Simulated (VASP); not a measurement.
# GeS (Pnma) in VASP: notebook

One crystal, GeS, is run at these levels: PBE+D3(BJ), rev-vdW-DF2; tasks: band structure.

All numbers are computed with VASP 6.6.1; they aren't measurements. Logs are shortened: lines on timing, memory, paths and dates and some standing lists are left out, and cuts for length are marked.

### 1 The structure

The structure is orthorhombic, space group Pnma (No. 62). Conventional cell: a = 10.657 Å, b = 3.684 Å, c = 4.349 Å, α = 90.00°, β = 90.00°, γ = 90.00°. Ge (site symmetry m) has 3 S at 2.46 Å as nearest neighbours. S (site symmetry m) has 3 Ge at 2.46 Å as nearest neighbours.

### 2 Band structure, PBE+D3(BJ)

Input file INCAR:

```
SYSTEM = GeS
ALGO     = Fast           ! electronic algorithm
EDIFF    = 1E-6           ! SCF threshold, eV
ENCUT    = 520            ! plane-wave cutoff, eV
GGA      = PE             ! functional
ICORELEVEL= 1            
ISIF     = 2              ! what is computed and relaxed
ISMEAR   = 0              ! smearing method
IVDW     = 12             ! dispersion correction
KPAR     = 2            
LASPH    = .True.         ! aspherical terms in the spheres
LCHARG   = .False.        ! write CHGCAR
LREAL    = .False.        ! projectors in reciprocal space
LWAVE    = .False.        ! write WAVECAR
NBANDS   = 50             ! bands
NELM     = 80             ! most SCF steps
PREC     = Accurate       ! precision mode
SIGMA    = 0.03           ! smearing width, eV
```

Input file KPOINTS:

```
k-points
0
Gamma
  4 8 6
  0 0 0
```

Input file POSCAR:

```
GeS                                     
1.0
   10.6574531290      0.0000000000      0.0000000000
    0.0000000000      3.6842406816      0.0000000000
    0.0000000000      0.0000000000      4.3493489617
  Ge              S             
     4     4
Direct
     0.1247307389281593    0.2500000000000000    0.1326890020419413
     0.3752692610718407    0.7500000000000000    0.6326890020419412
     0.6247307389281593    0.2500000000000000    0.3673109979580587
     0.8752692610718407    0.7500000000000000    0.8673109979580588
     0.8495031896761398    0.2500000000000000    0.4964264727104492
     0.6504968103238602    0.7500000000000000    0.9964264727104492
     0.3495031896761398    0.2500000000000000    0.0035735272895508
     0.1504968103238602    0.7500000000000000    0.5035735272895508
```

Input file KPOINTS_OPT:

```
explicit points
128
Reciprocal
 0.0000000000  0.0000000000  0.0000000000 1
 0.0000000000  0.0555555556  0.0000000000 1
 0.0000000000  0.1111111111  0.0000000000 1
 0.0000000000  0.1666666667  0.0000000000 1
 0.0000000000  0.2222222222  0.0000000000 1
 0.0000000000  0.2777777778  0.0000000000 1
[... 120 lines left out ...]
 0.0000000000  0.0000000000  0.5000000000 1
 0.5000000000  0.0000000000  0.0000000000 1
```

Potentials or basis: VASP PAW PBE potentials, release 64 (Ge_d, S).

On the command line:

```sh
$ cat potpaw_PBE.64/Ge_d/POTCAR potpaw_PBE.64/S/POTCAR > POTCAR
$ mpirun -np 2 vasp_std > vasp.out
```

OUTCAR:

```text
SYSTEM = GeS
   EDIFF = 1E-6
   ENCUT = 520
   GGA = PE
   ISIF = 2
   ISMEAR = 0
   IVDW = 12
   LASPH = .True.
   LREAL = .False.
   NELM = 80
   PREC = Accurate
 IVDW          = 12

 ion  position               nearest neighbor table
   1  0.125  0.250  0.133-   7 2.46   8 2.46   8 2.46
   2  0.375  0.750  0.633-   8 2.46   7 2.46   7 2.46
   3  0.625  0.250  0.367-   5 2.46   6 2.46   6 2.46
   4  0.875  0.750  0.867-   6 2.46   5 2.46   5 2.46
   5  0.850  0.250  0.496-   3 2.46   4 2.46   4 2.46
   6  0.650  0.750  0.996-   4 2.46   3 2.46   3 2.46
   7  0.350  0.250  0.004-   1 2.46   2 2.46   2 2.46
   8  0.150  0.750  0.504-   2 2.46   1 2.46   1 2.46

  LATTYP: Found a simple orthorhombic cell.
 ALAT       =     3.6842406816
 B/A-ratio  =     1.1805279127
 C/A-ratio  =     2.8927136010

  Lattice vectors:

 A1 = (   0.0000000000,   3.6842406816,   0.0000000000)
 A2 = (   0.0000000000,   0.0000000000,   4.3493489617)
 A3 = (  10.6574531290,   0.0000000000,   0.0000000000)

Analysis of symmetry for initial positions (statically):
=====================================================================
 Subroutine PRICEL returns:
 Original cell was already a primitive cell.

 Routine SETGRP: Setting up the symmetry group for a
 simple orthorhombic supercell.

 Subroutine GETGRP returns: Found  8 space group operations
 (whereof  2 operations were pure point group operations)
 out of a pool of  8 trial point group operations.

The static configuration has the point symmetry S_2 .
 The point group associated with its full space group is D_2h.

Analysis of symmetry for dynamics (positions and initial velocities):
=====================================================================
 Subroutine PRICEL returns:
 Original cell was already a primitive cell.

 Routine SETGRP: Setting up the symmetry group for a
 simple orthorhombic supercell.

 Subroutine GETGRP returns: Found  8 space group operations
 (whereof  2 operations were pure point group operations)
 out of a pool of  8 trial point group operations.

The dynamic configuration has the point symmetry S_2 .
 The point group associated with its full space group is D_2h.

 Subroutine INISYM returns: Found  8 space group operations
 (whereof  2 operations are pure point group operations),
 and found     1 'primitive' translations

----------------------------------------------------------------------------------------

                                     Primitive cell

  volume of cell :     170.7755

  direct lattice vectors                    reciprocal lattice vectors
    10.657453129  0.000000000  0.000000000     0.093831048  0.000000000  0.000000000
     0.000000000  3.684240682  0.000000000     0.000000000  0.271426350  0.000000000
     0.000000000  0.000000000  4.349348962     0.000000000  0.000000000  0.229919468

  length of vectors
    10.657453129  3.684240682  4.349348962     0.093831048  0.271426350  0.229919468

  position of ions in fractional coordinates (direct lattice)
     0.124730739  0.250000000  0.132689002
     0.375269261  0.750000000  0.632689002
     0.624730739  0.250000000  0.367310998
     0.875269261  0.750000000  0.867310998
     0.849503190  0.250000000  0.496426473
     0.650496810  0.750000000  0.996426473
     0.349503190  0.250000000  0.003573527
     0.150496810  0.750000000  0.503573527

  ion indices of the primitive-cell ions
   primitive index   ion index
                 1           1
                 2           2
                 3           3
                 4           4
                 5           5
                 6           6
                 7           7
                 8           8

----------------------------------------------------------------------------------------

 KPOINTS: k-points

Automatic generation of k-mesh.
 Grid dimensions read from file:
 generate k-points for:    4    8    6

 Generating k-lattice:

  Cartesian coordinates                     Fractional coordinates (reciprocal lattice)
     0.023457762  0.000000000  0.000000000     0.250000000  0.000000000  0.000000000
     0.000000000  0.033928294  0.000000000     0.000000000  0.125000000  0.000000000
     0.000000000  0.000000000  0.038319911     0.000000000  0.000000000  0.166666667

  Length of vectors
     0.023457762  0.033928294  0.038319911

  Shift w.r.t. Gamma in fractional coordinates (k-lattice)
     0.000000000  0.000000000  0.000000000

 Subroutine IBZKPT returns following result:
 ===========================================

 Found     60 irreducible k-points:

 Following reciprocal coordinates:
            Coordinates               Weight
  0.000000  0.000000  0.000000      1.000000
  0.250000  0.000000  0.000000      2.000000
  0.500000  0.000000  0.000000      1.000000
  0.000000  0.125000  0.000000      2.000000
  0.250000  0.125000  0.000000      4.000000
  0.500000  0.125000  0.000000      2.000000
[... 16 lines left out ...]
[... 37 lines left out ...]
   EFERMI_NEDOS =   21; number of points for ismear=-14 and -15
   IALGO  =     68    algorithm
   IMIX   =      4    mixing-type and parameters
     AMIX     =   0.40;   BMIX     =  1.00
     AMIX_MAG =   1.60;   BMIX_MAG =  1.00
  volume/ion in A,a.u.               =      21.35       144.06
  Fermi-wavevector in a.u.,A,eV,Ry     =   1.271441  2.402675 21.994670  1.616563
  Thomas-Fermi vector in A             =   2.404374
   LORBIT       =      0    0 simple, 1 ext, 2 COOP (PROOUT), +10 PAW based schemes
   GGA     = PE    functional components
   LHFCALC =     F    Hartree Fock is set to
   AEXX    =    0.0000 exact exchange contribution
   IVDW    =    12    specifies the selected vdW correction
   LEPSILON=     F    determine dielectric tensor
   LRPA    =     F    only Hartree local field effects (RPA)
 non-spin polarized calculation
 RMM-DIIS sequential band-by-band and
 Gauss-broadening in eV      SIGMA  =   0.03
  energy-cutoff  :      520.00
  volume of cell :      170.78
 maximum number of plane-waves:      4628
 NGX is ok and might be reduce to    80
   NGX = 39   NGY = 13   NGZ = 17

 number of electron      80.0000051 magnetization

 Free energy of the ion-electron system (eV)
  ---------------------------------------------------
  ext. energy  EPLUGINS =         0.00000000
  ---------------------------------------------------
  free energy    TOTEN  =       -36.63955729 eV

  energy without entropy =      -36.63955729  energy(sigma->0) =      -36.63955729

 the core state eigenenergies are
   1-  1s -10950.2612  2s  -1361.9837  2p  -1188.8580  3s   -158.9181  3p   -106.0505

   2-  1s -10950.2612  2s  -1361.9837  2p  -1188.8580  3s   -158.9181  3p   -106.0505

   3-  1s -10950.2612  2s  -1361.9837  2p  -1188.8580  3s   -158.9181  3p   -106.0505

   4-  1s -10950.2612  2s  -1361.9837  2p  -1188.8580  3s   -158.9181  3p   -106.0505

   5-  1s  -2394.8422  2s   -200.8903  2p   -145.6656
   6-  1s  -2394.8422  2s   -200.8903  2p   -145.6656
   7-  1s  -2394.8422  2s   -200.8903  2p   -145.6656
   8-  1s  -2394.8422  2s   -200.8903  2p   -145.6656

 E-fermi :   4.6997     XC(G=0):  -9.9212

 val. band max:        4.5241121260   @ k =   0.0000   0.0000   0.3333
 cond. band min:       5.7488049730   @ k =   0.0000   0.0000   0.0000
 fundamental gap:      1.2246928470
 Fermi energy:         4.6996820764

 k-point     1 :       0.0000    0.0000    0.0000
  band No.  band energies     occupation
      1     -19.8130      2.00000
      2     -19.8107      2.00000
      3     -19.8062      2.00000
      4     -19.8047      2.00000
      5     -19.8045      2.00000
      6     -19.8034      2.00000
[... 42 lines left out ...]
     49      10.0790      0.00000
     50      10.5231      0.00000

 k-point     2 :       0.2500    0.0000    0.0000
  band No.  band energies     occupation
      1     -19.8127      2.00000
      2     -19.8111      2.00000
      3     -19.8059      2.00000
      4     -19.8049      2.00000
      5     -19.8044      2.00000
      6     -19.8037      2.00000
[... 1158 lines left out ...]
 k-point    24 :       0.5000    0.2500    0.1667
  band No.  band energies     occupation
      1     -19.8089      2.00000
      2     -19.8089      2.00000
      3     -19.8073      2.00000
      4     -19.8073      2.00000
      5     -19.8025      2.00000
      6     -19.8025      2.00000
[... 42 lines left out ...]
     49       9.3423      0.00000
     50       9.3464      0.00000

 [... further k-points ...]

------------------------ aborting loop because EDIFF is reached ----------------------------------------

 Edisp (eV)   -2.61822

 E8    (eV) :    -1.0685

  FORCE on cell =-STRESS in cart. coord.  units (eV):
  Direction    XX          YY          ZZ          XY          YZ          ZX
  --------------------------------------------------------------------------------------
  -------------------------------------------------------------------------------------
  Total      -0.02230    -0.06773    -0.01427     0.00000     0.00000     0.00000
  in kB      -0.20917    -0.63539    -0.13390     0.00000     0.00000     0.00000
  external pressure =       -0.33 kB  Pullay stress =        0.00 kB

 VOLUME and BASIS-vectors are now :
 -----------------------------------------------------------------------------
  energy-cutoff  :      520.00
  volume of cell :      170.78
      direct lattice vectors                 reciprocal lattice vectors
    10.657453129  0.000000000  0.000000000     0.093831048  0.000000000  0.000000000
     0.000000000  3.684240682  0.000000000     0.000000000  0.271426350  0.000000000
     0.000000000  0.000000000  4.349348962     0.000000000  0.000000000  0.229919468

 POSITION                                       TOTAL-FORCE (eV/Angst)
 -----------------------------------------------------------------------------------
      1.32931      0.92106      0.57711        -0.001484     -0.000000      0.002349
      3.99941      2.76318      2.75179         0.001484      0.000000      0.002349
      6.65804      0.92106      1.59756        -0.001484     -0.000000     -0.002349
      9.32814      2.76318      3.77224         0.001484      0.000000     -0.002349
      9.05354      0.92106      2.15913        -0.001333     -0.000000     -0.002398
      6.93264      2.76318      4.33381         0.001333      0.000000     -0.002398
      3.72481      0.92106      0.01554        -0.001333     -0.000000      0.002398
      1.60391      2.76318      2.19022         0.001333      0.000000      0.002398
 -----------------------------------------------------------------------------------
    total drift:                               -0.000000      0.000000     -0.000000

  FREE ENERGIE OF THE ION-ELECTRON SYSTEM (eV)
  ---------------------------------------------------
  free  energy   TOTEN  =       -39.2577781129 eV

  energy  without entropy=      -39.2577781129  energy(sigma->0) =      -39.25777811
```

Wall time 11 min (2 MPI ranks of Intel Xeon Platinum 8488C (Sapphire Rapids), shared host); peak memory 0.71 GiB.

Results:

```
Free energy                : -39.2578 eV
Pressure                   : 0.0 GPa
Band gap on the k mesh     : 1.22 eV, indirect (least direct gap 1.26 eV)
Band gap along the path    : 1.22 eV, indirect (least direct gap 1.26 eV)
Dispersion energy per atom : -0.327 eV
```

Forces in eV/Å, atoms in the order of the input:
```
Ge  -0.001  0.000  0.002
Ge   0.001  0.000  0.002
Ge  -0.001  0.000 -0.002
Ge   0.001  0.000 -0.002
S   -0.001  0.000 -0.002
S    0.001  0.000 -0.002
S   -0.001  0.000  0.002
S    0.001  0.000  0.002
```

Levels at the corners of the path, in eV from the valence-band top:
| point | band 37 | band 38 | band 39 | band 40 | band 41 | band 42 | band 43 | band 44 |
| --- | --- | --- | --- | --- | --- | --- | --- | --- |
| Γ | -1.57 | -0.84 | -0.73 | -0.03 | 1.22 | 2.73 | 2.84 | 3.05 |
| X | -1.34 | -1.34 | -1.01 | -1.01 | 1.58 | 1.58 | 1.64 | 1.64 |
| X | -1.34 | -1.34 | -1.01 | -1.01 | 1.58 | 1.58 | 1.64 | 1.64 |
| S | -2.03 | -2.03 | -1.24 | -1.24 | 3.19 | 3.19 | 3.40 | 3.40 |
| S | -2.03 | -2.03 | -1.24 | -1.24 | 3.19 | 3.19 | 3.40 | 3.40 |
| Y | -0.85 | -0.85 | -0.21 | -0.21 | 1.75 | 1.75 | 2.54 | 2.54 |
| Y | -0.85 | -0.85 | -0.21 | -0.21 | 1.75 | 1.75 | 2.54 | 2.54 |
| Γ | -1.57 | -0.84 | -0.73 | -0.03 | 1.22 | 2.73 | 2.84 | 3.05 |
| Γ | -1.57 | -0.84 | -0.73 | -0.03 | 1.22 | 2.73 | 2.84 | 3.05 |
| Z | -1.79 | -1.79 | -0.33 | -0.33 | 2.53 | 2.53 | 2.66 | 2.66 |
| Z | -1.79 | -1.79 | -0.33 | -0.33 | 2.53 | 2.53 | 2.66 | 2.66 |
| U | -1.36 | -1.36 | -1.36 | -1.36 | 1.85 | 1.85 | 1.85 | 1.85 |
| U | -1.36 | -1.36 | -1.36 | -1.36 | 1.85 | 1.85 | 1.85 | 1.85 |
| R | -1.36 | -1.36 | -1.36 | -1.36 | 2.97 | 2.97 | 2.97 | 2.97 |
| R | -1.36 | -1.36 | -1.36 | -1.36 | 2.97 | 2.97 | 2.97 | 2.97 |
| T | -0.65 | -0.65 | -0.24 | -0.24 | 1.74 | 1.74 | 2.43 | 2.43 |
| T | -0.65 | -0.65 | -0.24 | -0.24 | 1.74 | 1.74 | 2.43 | 2.43 |
| Z | -1.79 | -1.79 | -0.33 | -0.33 | 2.53 | 2.53 | 2.66 | 2.66 |
| Y | -0.85 | -0.85 | -0.21 | -0.21 | 1.75 | 1.75 | 2.54 | 2.54 |
| T | -0.65 | -0.65 | -0.24 | -0.24 | 1.74 | 1.74 | 2.43 | 2.43 |
| U | -1.36 | -1.36 | -1.36 | -1.36 | 1.85 | 1.85 | 1.85 | 1.85 |
| X | -1.34 | -1.34 | -1.01 | -1.01 | 1.58 | 1.58 | 1.64 | 1.64 |
| S | -2.03 | -2.03 | -1.24 | -1.24 | 3.19 | 3.19 | 3.40 | 3.40 |
| R | -1.36 | -1.36 | -1.36 | -1.36 | 2.97 | 2.97 | 2.97 | 2.97 |

Core levels (eV, on the scale of the bands):
```
atom                                                     levels
1 Ge  1s -10950.3, 2s -1362.0, 2p -1188.9, 3s -158.9, 3p -106.1
2 Ge  1s -10950.3, 2s -1362.0, 2p -1188.9, 3s -158.9, 3p -106.1
3 Ge  1s -10950.3, 2s -1362.0, 2p -1188.9, 3s -158.9, 3p -106.1
4 Ge  1s -10950.3, 2s -1362.0, 2p -1188.9, 3s -158.9, 3p -106.1
 5 S                           1s -2394.8, 2s -200.9, 2p -145.7
 6 S                           1s -2394.8, 2s -200.9, 2p -145.7
```

### 3 Band structure, rev-vdW-DF2

This run uses another cell than the first one, of 20.84 Å³/atom, 0.976 times its volume.

Input file INCAR:

```
SYSTEM = GeS
PREC = Accurate
ENCUT = 520
EDIFF = 1E-6
ISMEAR = 0
SIGMA = 0.03
LREAL = .FALSE.
LASPH = .TRUE.
NELM = 80
ALGO = Fast
ISIF = 2
LWAVE = .FALSE.
LCHARG = .FALSE.
GGA = MK
LUSE_VDW = .TRUE.
AGGAC = 0.0
PARAM1 = 0.1234
PARAM2 = 0.711357
ZAB_VDW = -1.8867
NBANDS = 50
ICORELEVEL = 1
KPAR = 2
```

Input file KPOINTS:

```
regular mesh
0
G
  4 8 6
  0 0 0
```

Input file POSCAR:

```
GeS                                     
1.0
   10.5599967841      0.0000000000      0.0000000000
    0.0000000000      3.6845970436      0.0000000000
    0.0000000000      0.0000000000      4.2845637245
  Ge              S             
     4     4
Direct
     0.1226636190946889    0.2500000000000000    0.1254833279462497
     0.3773363809053111    0.7500000000000000    0.6254833279462497
     0.6226636190946888    0.2500000000000000    0.3745166720537503
     0.8773363809053112    0.7500000000000000    0.8745166720537503
     0.8503711750333945    0.2500000000000000    0.4975068965421365
     0.6496288249666055    0.7500000000000000    0.9975068965421365
     0.3503711750333946    0.2500000000000000    0.0024931034578635
     0.1496288249666054    0.7500000000000000    0.5024931034578635
```

Input file KPOINTS_OPT:

```
explicit points
188
Reciprocal
 0.0000000000  0.0000000000  0.0000000000 1
 0.0000000000  0.0357142857  0.0000000000 1
 0.0000000000  0.0714285714  0.0000000000 1
 0.0000000000  0.1071428571  0.0000000000 1
 0.0000000000  0.1428571429  0.0000000000 1
 0.0000000000  0.1785714286  0.0000000000 1
[... 180 lines left out ...]
 0.0000000000  0.0000000000  0.5000000000 1
 0.5000000000  0.0000000000  0.0000000000 1
```

Potentials or basis: VASP PAW PBE potentials, release 64 (Ge_d, S).

On the command line:

```sh
$ cat potpaw_PBE.64/Ge_d/POTCAR potpaw_PBE.64/S/POTCAR > POTCAR
$ mpirun -np 2 vasp_std > vasp.out
```

It took 13 min on 2 MPI ranks of Intel Xeon Platinum 8488C (Sapphire Rapids), shared host; peak memory 0.86 GiB.

The run converged. Its results:

- Free energy: -19.9945 eV
- Pressure: 0.0 GPa
- Largest force: 0.004 eV/Å
- Band gap on the k mesh: 1.10 eV, indirect (least direct gap 1.17 eV)
- Band gap along the path: 1.09 eV, indirect (least direct gap 1.17 eV)

Forces on the atoms (eV/Å):
```
Ge   0.003  0.000  0.002
Ge  -0.003  0.000  0.002
Ge   0.003  0.000 -0.002
Ge  -0.003  0.000 -0.002
S   -0.001  0.000 -0.003
S    0.001  0.000 -0.003
S   -0.001  0.000  0.003
S    0.001  0.000  0.003
```

Levels at the corners of the path, in eV from the valence-band top:
| point | band 38 | band 39 | band 40 | band 41 | band 42 | band 43 |
| --- | --- | --- | --- | --- | --- | --- |
| Γ | -0.92 | -0.78 | -0.08 | 1.09 | 2.74 | 2.88 |
| X | -1.36 | -1.06 | -1.06 | 1.55 | 1.55 | 1.58 |
| X | -1.36 | -1.06 | -1.06 | 1.55 | 1.55 | 1.58 |
| S | -2.16 | -1.36 | -1.36 | 3.15 | 3.15 | 3.37 |
| S | -2.16 | -1.36 | -1.36 | 3.15 | 3.15 | 3.37 |
| Y | -0.87 | -0.22 | -0.22 | 1.69 | 1.69 | 2.50 |
| Y | -0.87 | -0.22 | -0.22 | 1.69 | 1.69 | 2.50 |
| Γ | -0.92 | -0.78 | -0.08 | 1.09 | 2.74 | 2.88 |
| Γ | -0.92 | -0.78 | -0.08 | 1.09 | 2.74 | 2.88 |
| Z | -1.82 | -0.38 | -0.38 | 2.53 | 2.53 | 2.66 |
| Z | -1.82 | -0.38 | -0.38 | 2.53 | 2.53 | 2.66 |
| U | -1.41 | -1.41 | -1.41 | 1.82 | 1.82 | 1.82 |
| U | -1.41 | -1.41 | -1.41 | 1.82 | 1.82 | 1.82 |
| R | -1.44 | -1.44 | -1.44 | 2.89 | 2.89 | 2.89 |
| R | -1.44 | -1.44 | -1.44 | 2.89 | 2.89 | 2.89 |
| T | -0.64 | -0.26 | -0.26 | 1.67 | 1.67 | 2.41 |
| T | -0.64 | -0.26 | -0.26 | 1.67 | 1.67 | 2.41 |
| Z | -1.82 | -0.38 | -0.38 | 2.53 | 2.53 | 2.66 |
| Y | -0.87 | -0.22 | -0.22 | 1.69 | 1.69 | 2.50 |
| T | -0.64 | -0.26 | -0.26 | 1.67 | 1.67 | 2.41 |
| U | -1.41 | -1.41 | -1.41 | 1.82 | 1.82 | 1.82 |
| X | -1.36 | -1.06 | -1.06 | 1.55 | 1.55 | 1.58 |
| S | -2.16 | -1.36 | -1.36 | 3.15 | 3.15 | 3.37 |
| R | -1.44 | -1.44 | -1.44 | 2.89 | 2.89 | 2.89 |

Core levels (eV, on the scale of the bands):
```tsv
atom	levels
1 Ge	1s -10949.7, 2s -1361.5, 2p -1188.3, 3s -158.4, 3p -105.5
2 Ge	1s -10949.7, 2s -1361.5, 2p -1188.3, 3s -158.4, 3p -105.5
3 Ge	1s -10949.7, 2s -1361.5, 2p -1188.3, 3s -158.4, 3p -105.5
4 Ge	1s -10949.7, 2s -1361.5, 2p -1188.3, 3s -158.4, 3p -105.5
5 S	1s -2394.3, 2s -200.4, 2p -145.2
6 S	1s -2394.3, 2s -200.4, 2p -145.2
```

Caveat: the PAW data sets were made with another functional, which shifts forces and pressure a little.
